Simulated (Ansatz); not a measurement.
# Residual resistivity of an alloy: Li(100) with 4 layers of random Li-Nb, 2x2

How strongly does chemical disorder scatter in Li(100) with 4 layers of random Li-Nb, 2x2?

Calculated with Ansatz 0.2.0; Ansatz plane-wave DFT, PBE, PAW files; ballistic transport by layer matching (Landauer), zero bias; PAW set soft_1.

Most raw output is cut from this account.

## Step 1: The structure

The cell holds 56 atoms: 48 Li and 8 Nb. Its edges and angles: a = 7.020 Å, b = 7.020 Å, c = 24.570 Å, α = 90.0°, β = 90.0°, γ = 90.0°. It derives from Li. Regions: lead, 40 atoms (40 Li); scattering region, 16 atoms (8 Nb and 8 Li). The structure is stacked along c, and the current runs across the ab planes.

## Step 2: With 4 alloy layers

In 4 layers a share of 0.5 of the sites is given to Nb at random. The layers about the cell's end stay perfect and serve as the lead. Disorder leaves little or no symmetry, which makes such runs dear. Energies from -0.05 to 0.05 eV in steps of 0.05 eV are too few for the program's thermal sum, so it prints no conductance; for a metal the transmission near the Fermi level serves, at a fraction of the cost.

Contents of input.yaml:

```yaml
crystal:
  lattice:
    - [7.02, 0.0, 0.0]
    - [0.0, 7.02, 0.0]
    - [0.0, 0.0, 24.57]
  atoms:
    - { symbol: Li, position: [0.0, 0.0, 0.0357142857] }
    - { symbol: Li, position: [0.0, 0.5, 0.0357142857] }
    - { symbol: Li, position: [0.5, 0.0, 0.0357142857] }
    - { symbol: Li, position: [0.5, 0.5, 0.0357142857] }
    - { symbol: Li, position: [0.25, 0.25, 0.1071428571] }
    - { symbol: Li, position: [0.25, 0.75, 0.1071428571] }
    - { symbol: Li, position: [0.75, 0.25, 0.1071428571] }
    - { symbol: Li, position: [0.75, 0.75, 0.1071428571] }
[... 44 atom lines left out ...]
    - { symbol: Li, position: [0.25, 0.25, 0.9642857143] }
    - { symbol: Li, position: [0.25, 0.75, 0.9642857143] }
    - { symbol: Li, position: [0.75, 0.25, 0.9642857143] }
    - { symbol: Li, position: [0.75, 0.75, 0.9642857143] }
kpoints:
  mp_grid: { grid: [3, 3, 1] }
hamiltonian:
  xc: pbe
  pseudopotentials: { kind: paw, azcp: { folder: soft_1 } }
scf:
  occupations: { method: fermi_dirac, width: 0.1 }
output:
  transmission: { leads: [[0, 4]], kmesh: [6, 6], e_range: [-0.05, 0.05], de: 0.05 }
  write_potential: true
  write_density: true
  volumetric_format: npy
```

The run is started by

```console
$ ansatz run input.yaml --threads 4 --pin off --max-ram 15360MiB --backend cpu --events-out ev --progress --plain --runs-dir out
```

It took 8.6 min on 4 threads of Arm Neoverse V1, shared host; peak memory 3.5 GiB; 27 min of CPU time.

Numbers from this step:

```
free energy                                    : -46229.4364 eV
energy at zero smearing                        : -46228.7853 eV
Fermi energy                                   : 2.628 eV
cell area                                      : 49.28 Å²
transmission per spin nearest the Fermi level  : 1.834
open channels per spin nearest the Fermi level : 4.917
step of the lead's potential                   : 25.3 meV
```

Per spin. The transmission, zone mean by energy, zero at the Fermi level:

| energy (eV) | transmission, zone mean |
| --- | --- |
| -0.0500 | 1.70 |
| 0.0000 | 1.83 |
| 0.0500 | 1.94 |

Per spin. The open channels, zone mean, lead by energy, zero at the Fermi level:

```
energy (eV)  open channels, zone mean, lead
    -0.0500                            4.69
     0.0000                            4.92
     0.0500                            4.92
```

Transmission over k1 and k2. At 0.0000 eV from the Fermi level.

Values, 6 rows by 6 columns:
```
1.67 2.22 1.84 2.47 1.96 1.15
2.00 1.84 1.42 1.24 1.95 1.96
2.28 2.47 1.24 1.55 1.24 2.47
2.00 1.96 1.95 1.24 1.42 1.84
1.67 1.15 1.96 2.47 1.84 2.22
1.76 1.67 2.00 2.28 2.00 1.67
```
Columns: k1 (b1) from -0.5 to 0.333; rows upwards: k2 (b2) from -0.5 to 0.333.

Open channels over k1 and k2. At 0.0000 eV from the Fermi level.

Values, 6 rows by 6 columns:
```
4.00 4.00 5.00 6.00 5.00 4.00
4.00 5.00 6.00 5.00 6.00 5.00
6.00 6.00 5.00 5.00 5.00 6.00
4.00 5.00 6.00 5.00 6.00 5.00
4.00 4.00 5.00 6.00 5.00 4.00
4.00 4.00 4.00 6.00 4.00 4.00
```
Columns: k1 (b1) from -0.5 to 0.333; rows upwards: k2 (b2) from -0.5 to 0.333.

Over the solved energies the transmission per spin lies between 1.70 and 1.94, out of 4.84 channels of the lead on average (up to 4.92). The log calls the step of a lead's potential too much.

## Step 3: With 8 alloy layers

In 8 layers a share of 0.5 of the sites is given to Nb at random. A fresh draw is used; the growth of the resistance with length is what counts.

System of this step: Li(100) with 8 layers of random Li-Nb, 2x2. The cell holds 72 atoms: 56 Li and 16 Nb. Its edges and angles: a = 7.020 Å, b = 7.020 Å, c = 31.590 Å, α = 90.0°, β = 90.0°, γ = 90.0°. It derives from Li. Regions: lead, 40 atoms (40 Li); scattering region, 32 atoms (16 Li and 16 Nb). The structure is stacked along c, and the current runs across the ab planes.

Contents of input.yaml:

```yaml
crystal:
  lattice:
    - [7.02, 0.0, 0.0]
    - [0.0, 7.02, 0.0]
    - [0.0, 0.0, 31.59]
  atoms:
    - { symbol: Li, position: [0.0, 0.0, 0.0277777778] }
    - { symbol: Li, position: [0.0, 0.5, 0.0277777778] }
    - { symbol: Li, position: [0.5, 0.0, 0.0277777778] }
    - { symbol: Li, position: [0.5, 0.5, 0.0277777778] }
    - { symbol: Li, position: [0.25, 0.25, 0.0833333333] }
    - { symbol: Li, position: [0.25, 0.75, 0.0833333333] }
    - { symbol: Li, position: [0.75, 0.25, 0.0833333333] }
    - { symbol: Li, position: [0.75, 0.75, 0.0833333333] }
[... 60 atom lines left out ...]
    - { symbol: Li, position: [0.25, 0.25, 0.9722222222] }
    - { symbol: Li, position: [0.25, 0.75, 0.9722222222] }
    - { symbol: Li, position: [0.75, 0.25, 0.9722222222] }
    - { symbol: Li, position: [0.75, 0.75, 0.9722222222] }
kpoints:
  mp_grid: { grid: [3, 3, 1] }
hamiltonian:
  xc: pbe
  pseudopotentials: { kind: paw, azcp: { folder: soft_1 } }
scf:
  occupations: { method: fermi_dirac, width: 0.1 }
output:
  transmission: { leads: [[0, 4]], kmesh: [6, 6], e_range: [-0.05, 0.05], de: 0.05 }
  write_potential: true
  write_density: true
  volumetric_format: npy
```

The job ended after 16 min (4 threads; peak memory 7 GiB).

Numbers from this step:

- free energy: -84277.0578 eV
- energy at zero smearing: -84276.0490 eV
- Fermi energy: 3.706 eV
- transmission per spin nearest the Fermi level: 1.327
- open channels per spin nearest the Fermi level: 4.861
- step of the lead's potential: 17 meV

Per spin. The transmission, zone mean by energy, zero at the Fermi level:

| energy (eV) | transmission, zone mean |
| --- | --- |
| -0.0500 | 1.49 |
| 0.0000 | 1.33 |
| 0.0500 | 1.28 |

Over the solved energies the transmission per spin lies between 1.28 and 1.49, out of 4.82 channels of the lead on average (up to 4.92).

## Step 4: With 12 alloy layers

In 12 layers a share of 0.5 of the sites is given to Nb at random. A fresh draw is used; the growth of the resistance with length is what counts.

System of this step: Li(100) with 12 layers of random Li-Nb, 2x2. The cell holds 88 atoms: 64 Li and 24 Nb. Its edges and angles: a = 7.020 Å, b = 7.020 Å, c = 38.610 Å, α = 90.0°, β = 90.0°, γ = 90.0°. It derives from Li. Regions: lead, 40 atoms (40 Li); scattering region, 48 atoms (24 Nb and 24 Li). The structure is stacked along c, and the current runs across the ab planes.

Contents of input.yaml:

```yaml
crystal:
  lattice:
    - [7.02, 0.0, 0.0]
    - [0.0, 7.02, 0.0]
    - [0.0, 0.0, 38.61]
  atoms:
    - { symbol: Li, position: [0.0, 0.0, 0.0227272727] }
    - { symbol: Li, position: [0.0, 0.5, 0.0227272727] }
    - { symbol: Li, position: [0.5, 0.0, 0.0227272727] }
    - { symbol: Li, position: [0.5, 0.5, 0.0227272727] }
    - { symbol: Li, position: [0.25, 0.25, 0.0681818182] }
    - { symbol: Li, position: [0.25, 0.75, 0.0681818182] }
    - { symbol: Li, position: [0.75, 0.25, 0.0681818182] }
    - { symbol: Li, position: [0.75, 0.75, 0.0681818182] }
[... 76 atom lines left out ...]
    - { symbol: Li, position: [0.25, 0.25, 0.9772727273] }
    - { symbol: Li, position: [0.25, 0.75, 0.9772727273] }
    - { symbol: Li, position: [0.75, 0.25, 0.9772727273] }
    - { symbol: Li, position: [0.75, 0.75, 0.9772727273] }
kpoints:
  mp_grid: { grid: [3, 3, 1] }
hamiltonian:
  xc: pbe
  pseudopotentials: { kind: paw, azcp: { folder: soft_1 } }
scf:
  occupations: { method: fermi_dirac, width: 0.1 }
output:
  transmission: { leads: [[0, 4]], kmesh: [6, 6], e_range: [-0.05, 0.05], de: 0.05 }
  write_potential: true
  write_density: true
  volumetric_format: npy
```

Run time: 21 min. Hardware: 4 threads; peak memory 10 GiB.

Numbers from this step:

```yaml
free_energy: -122321.4971 eV
energy_at_zero_smearing: -122320.1566 eV
fermi_energy: 4.374 eV
transmission_per_spin_nearest_the_fermi_level: 1.052
open_channels_per_spin_nearest_the_fermi_level: 4.917
step_of_the_lead_s_potential: 12.1 meV
```

Per spin. The transmission, zone mean by energy, zero at the Fermi level:

| energy (eV) | transmission, zone mean |
| --- | --- |
| -0.0500 | 1.07 |
| 0.0000 | 1.05 |
| 0.0500 | 1.05 |

Over the solved energies the transmission per spin lies between 1.05 and 1.07, out of 4.84 channels of the lead on average (up to 4.92).

## Step 5: Resistance against length

This step: Ansatz plane-wave DFT, PBE, PAW files; ballistic transport by layer matching (Landauer), zero bias; residual resistivity from the slope of the area resistance, atoms on the host's lattice; PAW set soft_1 (Ansatz 0.2.0).

This step gave:

```yaml
resistivity: 180.5 µΩ cm
intercept: 0.8715 fΩ m²
scatter_about_the_fit: 0.04693 fΩ m²
```

Resistance, by row:

| run | length (Å) | T | channels N | RA (fΩ m²) |
| --- | --- | --- | --- | --- |
| n4 | 7.02 | 1.825 | 4.843 | 2.172 |
| n8 | 14.04 | 1.366 | 4.824 | 3.339 |
| n12 | 21.06 | 1.057 | 4.843 | 4.705 |

Area resistance against length of the alloy:

```csv
length of the alloy (Å),area resistance (fΩ m²)
7.02,2.17
14.04,3.34
21.06,4.71
```

The area resistance goes from 2.2 to 4.7 fΩ m² between 7.0 and 21.1 Å, a slope of 180 µΩ cm.

By hand from the end points: (4.705 − 2.172) fΩ m² / (21.06 − 7.02) Å = 180 µΩ cm, since 1 fΩ m² per Å is 1000 µΩ cm.

## Step 6: Outcome

* resistivity from the slope: 180 µΩ cm
* area resistance over 7.02 Å: 2.17 fΩ m²
* area resistance over 14.0 Å: 3.34 fΩ m²
* area resistance over 21.1 Å: 4.71 fΩ m²

The slope gives 180 µΩ cm. The points scatter by 0.047 fΩ m² about the line, with one random draw a length in a 2x2 cell, so the slope is a rough value. Read with a model of isotropic scattering on a spherical Fermi surface and the lead's 0.76×10¹⁵ S/m², this slope means a mean free path near 5.5 Å (a rough figure, since the alloy's own channel count differs); over these lengths the model's slope is within 3 % of its bulk resistivity, though a free path of a few ångströms strains the picture. The atoms sit on the host's lattice, so scattering by size misfit is left out. A lead's potential steps by up to 25 meV from period to period, which the log calls too much, so longer leads could move the result.

[Logs are printed without paths, hosts, clocks, repeated set-up lines and the standing remarks that a program may print on its own settings, such as how far it seeks lower states.]

[Hosts, paths, dates, database ids (printed as entryN), source tags and the programs' standing remarks are cut or masked in the printed files.]
